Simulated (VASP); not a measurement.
# Y (Fm-3m) in VASP: density of states with r2SCAN

Aim: the density of states of Y with r2SCAN.

Program: VASP 6.6.1. These are calculated values, not measurements. Logs are shortened: lines on timing, memory, paths and dates and some standing lists are left out, and cuts for length are marked.

### Step 1. The structure

It takes space group Fm-3m (No. 225, cubic). The conventional cell has a = 5.103 Å, b = 5.103 Å, c = 5.103 Å, α = 90.00°, β = 90.00°, γ = 90.00°. Y (site symmetry m-3m) has 12 Y at 3.61 Å as nearest neighbours.

The cell was built by a generator and needn't be a form met in nature.

### Step 2. Density of states, r2SCAN

Contents of INCAR:

```
PREC     = Accurate       # precision mode
ENCUT    = 520            # plane-wave cutoff, eV
EDIFF    = 1E-6           # SCF threshold, eV
ISMEAR   = -5             # smearing method
SIGMA    = 0.05           # smearing width, eV
LREAL    = F              # projectors in reciprocal space
LASPH    = T              # aspherical terms in the spheres
NELM     = 60             # most SCF steps
ALGO     = Normal         # electronic algorithm
ISIF     = 2              # what is computed and relaxed
LWAVE    = F              # write WAVECAR
LCHARG   = F              # write CHGCAR
LMAXMIX  = 4              # l up to which the mixer works
METAGGA  = R2SCAN         # meta-GGA
LMIXTAU  = T            
LORBIT   = 11             # projections on sites
NEDOS    = 2001           # points of the DOS
```

Contents of KPOINTS:

```
regular mesh
0
Gamma
  14 14 14
```

Contents of POSCAR:

```
Y
1.0
    0.0000000000      2.5514438835      2.5514438835
    2.5514438835      0.0000000000      2.5514438835
    2.5514438835      2.5514438835      0.0000000000
Y
1
Direct
    0.0000000000      0.0000000000      0.0000000000
```

Potentials or basis: VASP PAW PBE potentials, release 64 (Y_sv).

On the command line:

```bash
$ cat potpaw_PBE.64/Y_sv/POTCAR > POTCAR
$ mpirun -np 1 vasp_std > vasp.out
```

OUTCAR:

```text
PREC = Accurate
   ENCUT = 520
   EDIFF = 1E-6
   ISMEAR = -5
   LREAL = F
   LASPH = T
   NELM = 60
   ISIF = 2
   METAGGA = R2SCAN
   LORBIT = 11

 ion  position               nearest neighbor table
   1  0.000  0.000  0.000-

  LATTYP: Found a face centered cubic cell.
 ALAT       =     5.1028877670

  Lattice vectors:

 A1 = (   0.0000000000,   2.5514438835,   2.5514438835)
 A2 = (   2.5514438835,   0.0000000000,   2.5514438835)
 A3 = (   2.5514438835,   2.5514438835,   0.0000000000)

Analysis of symmetry for initial positions (statically):
=====================================================================
 Subroutine PRICEL returns:
 Original cell was already a primitive cell.

 Routine SETGRP: Setting up the symmetry group for a
 face centered cubic supercell.

 Subroutine GETGRP returns: Found 48 space group operations
 (whereof 48 operations were pure point group operations)
 out of a pool of 48 trial point group operations.

The static configuration has the point symmetry O_h .

Analysis of symmetry for dynamics (positions and initial velocities):
=====================================================================
 Subroutine PRICEL returns:
 Original cell was already a primitive cell.

 Routine SETGRP: Setting up the symmetry group for a
 face centered cubic supercell.

 Subroutine GETGRP returns: Found 48 space group operations
 (whereof 48 operations were pure point group operations)
 out of a pool of 48 trial point group operations.

The dynamic configuration has the point symmetry O_h .

 Subroutine INISYM returns: Found 48 space group operations
 (whereof 48 operations are pure point group operations),
 and found     1 'primitive' translations

----------------------------------------------------------------------------------------

                                     Primitive cell

  volume of cell :      33.2191

  direct lattice vectors                    reciprocal lattice vectors
     0.000000000  2.551443884  2.551443884    -0.195967469  0.195967469  0.195967469
     2.551443884  0.000000000  2.551443884     0.195967469 -0.195967469  0.195967469
     2.551443884  2.551443884  0.000000000     0.195967469  0.195967469 -0.195967469

  length of vectors
     3.608286544  3.608286544  3.608286544     0.339425613  0.339425613  0.339425613

  position of ions in fractional coordinates (direct lattice)
     0.000000000  0.000000000  0.000000000

  ion indices of the primitive-cell ions
   primitive index   ion index
                 1           1

----------------------------------------------------------------------------------------

 KPOINTS: regular mesh

Automatic generation of k-mesh.
 Grid dimensions read from file:
 generate k-points for:   14   14   14

 Generating k-lattice:

  Cartesian coordinates                     Fractional coordinates (reciprocal lattice)
    -0.013997676  0.013997676  0.013997676     0.071428571  0.000000000  0.000000000
     0.013997676 -0.013997676  0.013997676     0.000000000  0.071428571  0.000000000
     0.013997676  0.013997676 -0.013997676     0.000000000  0.000000000  0.071428571

  Length of vectors
     0.024244687  0.024244687  0.024244687

  Shift w.r.t. Gamma in fractional coordinates (k-lattice)
     0.000000000  0.000000000  0.000000000

 TETIRR: Found    389 inequivalent tetrahedra from    16464

 Subroutine IBZKPT returns following result:
 ===========================================

 Found    104 irreducible k-points:

 Following reciprocal coordinates:
            Coordinates               Weight
  0.000000  0.000000  0.000000      1.000000
  0.071429  0.000000  0.000000      8.000000
  0.142857  0.000000  0.000000      8.000000
  0.214286  0.000000  0.000000      8.000000
  0.285714  0.000000  0.000000      8.000000
  0.357143  0.000000  0.000000      8.000000
[... 16 lines left out ...]
  0.214286  0.142857  0.000000     24.000000
  0.285714  0.142857  0.000000     24.000000
 [... further k-points ...]
   k-points           NKPTS =    104   k-points in BZ     NKDIM =    104   number of bands    NBANDS=      9
   number of dos      NEDOS =   2001   number of ions     NIONS =      1
   total plane-waves  NPLWV =  21952
   dimension x,y,z NGX =    28 NGY =   28 NGZ =   28
   dimension x,y,z NGXF=    56 NGYF=   56 NGZF=   56
   ions per type =               1
   NGX,Y,Z   is equivalent  to a cutoff of  12.90, 12.90, 12.90 a.u.
   NGXF,Y,Z  is equivalent  to a cutoff of  25.80, 25.80, 25.80 a.u.
 SYSTEM =  unknown system
   PREC   = accura    normal or accurate (medium, high low for compatibility)
   ISTART =      0    job   : 0-new  1-cont  2-samecut
   ICHARG =      2    charge: 1-file 2-atom 10-const
   ISPIN  =      1    spin polarized calculation?
   LNONCOLLINEAR =      F non collinear calculations
   LSORBIT =      F    spin-orbit coupling
   LASPH  =      T    aspherical Exc in radial PAW
   ENCUT  =  520.0 eV  38.22 Ry    6.18 a.u.   6.71  6.71  6.71*2*pi/ulx,y,z
   NELM   =     60;   NELMIN=  2; NELMDL= -5     # of ELM steps
   EDIFF  = 0.1E-05   stopping-criterion for ELM
   LREAL  =      F    real-space projection
   EDIFFG = 0.1E-04   stopping-criterion for IOM
   NSW    =      0    number of steps for IOM
   IBRION =     -1    ionic relax: 0-MD 1-quasi-New 2-CG
   NFREE  =      0    steps in history (QN), initial steepest desc. (CG)
   ISIF   =      2    stress and relaxation
   ISYM   =      2    0-nonsym 1-usesym 2-fastsym
   POTIM  = 0.5000    time-step for ionic-motion
   TEBEG  =    0.0;   TEEND  =   0.0 temperature during run
   PSTRESS=    0.0 pullay stress
   NELECT =      11.0000    total number of electrons
   NUPDOWN=      -1.0000    fix difference up-down
   EMIN   =  10.00;   EMAX   =-10.00  energy-range for DOS
   EFERMI =   0.00;   METHOD = LEGACY
   ISMEAR =    -5;   SIGMA  =   0.05  broadening in eV -4-tet -1-fermi 0-gaus
   EFERMI_NEDOS =   21; number of points for ismear=-14 and -15
   IALGO  =     38    algorithm
   IMIX   =      4    mixing-type and parameters
     AMIX     =   0.40;   BMIX     =  1.00
     AMIX_MAG =   1.60;   BMIX_MAG =  1.00
  volume/ion in A,a.u.               =      33.22       224.17
  Fermi-wavevector in a.u.,A,eV,Ry     =   1.132600  2.140303 17.453304  1.282782
  Thomas-Fermi vector in A             =   2.269301
   LORBIT       =     11    0 simple, 1 ext, 2 COOP (PROOUT), +10 PAW based schemes
   METAGGA = R2SCAN    functional components
   LHFCALC =     F    Hartree Fock is set to
   AEXX    =    0.0000 exact exchange contribution
   IVDW    =     0    specifies the selected vdW correction
   LEPSILON=     F    determine dielectric tensor
   LRPA    =     F    only Hartree local field effects (RPA)
 non-spin polarized calculation
 Fermi weights with tetrahedron method with Bloechl corrections
  energy-cutoff  :      520.00
  volume of cell :       33.22
 maximum number of plane-waves:       934
   NGX = 13   NGY = 13   NGZ = 13

 number of electron      11.0000001 magnetization

 Free energy of the ion-electron system (eV)
  ---------------------------------------------------
  ext. energy  EPLUGINS =         0.00000000
  ---------------------------------------------------
  free energy    TOTEN  =       -20.22271393 eV

  energy without entropy =      -20.22271393  energy(sigma->0) =      -20.22271393

 E-fermi :   3.0320     XC(G=0): -10.0319

 val. band max:        3.0691782256   @ k =  -0.3571   0.4286   0.2143
 cond. band min:       3.0351761706   @ k =  -0.3571   0.2143   0.0000
 fundamental gap:     -0.0340020550
 Fermi energy:         3.0320205739

 k-point     1 :       0.0000    0.0000    0.0000
  band No.  band energies     occupation
      1     -41.1914      2.00000
      2     -20.2378      2.00000
      3     -20.2378      2.00000
      4     -20.2378      2.00000
      5      -1.9333      2.00000
      6       5.0661      0.00000
      7       5.0661      0.00000
      8       5.0661      0.00000
      9       7.1549      0.00000

 k-point     2 :       0.0714    0.0000    0.0000
  band No.  band energies     occupation
      1     -41.1882      2.00000
      2     -20.2669      2.00000
      3     -20.2414      2.00000
      4     -20.2414      2.00000
      5      -1.8040      2.00000
      6       4.9053      0.00000
      7       5.1268      0.00000
      8       5.1268      0.00000
      9       7.0831      0.00000

 k-point     3 :       0.1429    0.0000    0.0000
  band No.  band energies     occupation
      1     -41.1792      2.00000
      2     -20.3475      2.00000
      3     -20.2515      2.00000
      4     -20.2515      2.00000
      5      -1.4312      2.00000
      6       4.5128      0.00000
      7       5.2667      0.00000
      8       5.2667      0.00000
      9       6.9499      0.00000

 k-point     4 :       0.2143    0.0000    0.0000
  band No.  band energies     occupation
      1     -41.1662      2.00000
      2     -20.4618      2.00000
      3     -20.2660      2.00000
      4     -20.2660      2.00000
      5      -0.8621      2.00000
      6       4.0568      0.00000
      7       5.3451      0.00000
      8       5.3451      0.00000
      9       6.9730      0.00000
[... 205 lines left out ...]
 k-point    22 :       0.1429    0.1429    0.0000
  band No.  band energies     occupation
      1     -41.1751      2.00000
      2     -20.3447      2.00000
      3     -20.2753      2.00000
      4     -20.2753      2.00000
      5      -1.2667      2.00000
      6       4.2872      0.00000
      7       5.4440      0.00000
      8       5.4440      0.00000
      9       6.2120      0.00000

 k-point    23 :       0.2143    0.1429    0.0000
  band No.  band energies     occupation
      1     -41.1654      2.00000
      2     -20.4188      2.00000
      3     -20.2939      2.00000
      4     -20.2895      2.00000
      5      -0.8457      2.00000
      6       3.9435      0.00000
      7       5.4493      0.00000
      8       5.6267      0.00000
      9       6.0547      0.00000

 k-point    24 :       0.2857    0.1429    0.0000
  band No.  band energies     occupation
      1     -41.1527      2.00000
      2     -20.5200      2.00000
      3     -20.3121      2.00000
      4     -20.3066      2.00000
      5      -0.2571      2.00000
      6       3.6039      0.00000
      7       5.0440      0.00000
      8       5.6963      0.00000
      9       6.4955      0.00000

 [... further k-points ...]
[... 5 lines left out ...]
  --------------------------------------------------------------------------------------
  -------------------------------------------------------------------------------------
  Total       -0.0032209     -0.0032209     -0.0032209      0.0000000      0.0000000      0.0000000
  in kB       -0.1553459     -0.1553459     -0.1553459      0.0000000      0.0000000      0.0000000
  external PRESSURE =      -0.1553459 kB  Pullay stress =       0.0000000 kB

 VOLUME and BASIS-vectors are now :
 -----------------------------------------------------------------------------
  energy-cutoff  :      520.00
  volume of cell :       33.22
      direct lattice vectors                 reciprocal lattice vectors
     0.000000000  2.551443884  2.551443884    -0.195967469  0.195967469  0.195967469
     2.551443884  0.000000000  2.551443884     0.195967469 -0.195967469  0.195967469
     2.551443884  2.551443884  0.000000000     0.195967469  0.195967469 -0.195967469

 POSITION                                       TOTAL-FORCE (eV/Angst)
 -----------------------------------------------------------------------------------
      0.00000      0.00000      0.00000        -0.000000     -0.000000     -0.000000
 -----------------------------------------------------------------------------------
    total drift:                               -0.000000     -0.000000     -0.000000

  FREE ENERGIE OF THE ION-ELECTRON SYSTEM (eV)
  ---------------------------------------------------
  free  energy   TOTEN  =       -20.2227139264 eV

  energy  without entropy=      -20.2227139264  energy(sigma->0) =      -20.22271393

 total charge

# of ion       s       p       d       f       tot
--------------------------------------------------
    1        2.268   6.238   0.889   0.006   9.400
```

Run time: 90 s. Hardware: 1 thread of Intel Xeon 6975P-C (Granite Rapids), shared host; peak memory 0.2 GiB.

Results:

```yaml
Free_energy: -20.2227 eV
Pressure: 0.0 GPa
Band_gap_on_the_k_mesh: none (metal or under the smearing width)
Valence_electrons_inside_the_program's_atomic_spheres: Y 9.40
```

Levels at points of the mesh, in eV from the Fermi level:
```tsv
k point	band 1	band 2	band 3	band 4	band 5	band 6	band 7	band 8	band 9
(0.00, 0.00, 0.00)	-44.22	-23.27	-23.27	-23.27	-4.97	2.03	2.03	2.03	4.12
(0.50, 0.00, 0.00)	-44.16	-23.83	-23.34	-23.34	-1.97	0.39	1.85	1.85	5.55
(0.50, 0.50, 0.00)	-44.14	-23.79	-23.47	-23.47	-1.75	-0.80	1.94	5.58	5.94
```

States per cell in windows of 1 eV (zero at the Fermi level; states under -8 eV left out):
```tsv
from (eV)	total	Y1_d	Y1_p	Y1_s	Y1_f
-8.0	0.00	0.00	0.00	0.00	0.00
-7.0	0.00	0.00	0.00	0.00	0.00
-6.0	0.00	0.00	0.00	0.00	0.00
-5.0	0.08	0.00	0.00	0.02	0.00
-4.0	0.20	0.00	0.02	0.05	0.00
-3.0	0.44	0.05	0.06	0.08	0.00
-2.0	0.94	0.26	0.11	0.10	0.00
-1.0	1.37	0.59	0.19	0.02	0.00
0.0	1.61	0.72	0.30	0.01	0.01
1.0	1.15	0.63	0.14	0.01	0.01
2.0	1.29	0.93	0.03	0.00	0.01
3.0	1.23	0.87	0.07	0.01	0.02
4.0	0.82	0.63	0.05	0.00	0.01
5.0	0.86	0.72	0.04	0.01	0.01
6.0	0.00	0.00	0.00	0.00	0.00
7.0	0.00	0.00	0.00	0.00	0.00
```

Caveat: the PAW data sets were made with another functional, which shifts forces and pressure a little; tetrahedron occupations give inexact forces and stress in metals.
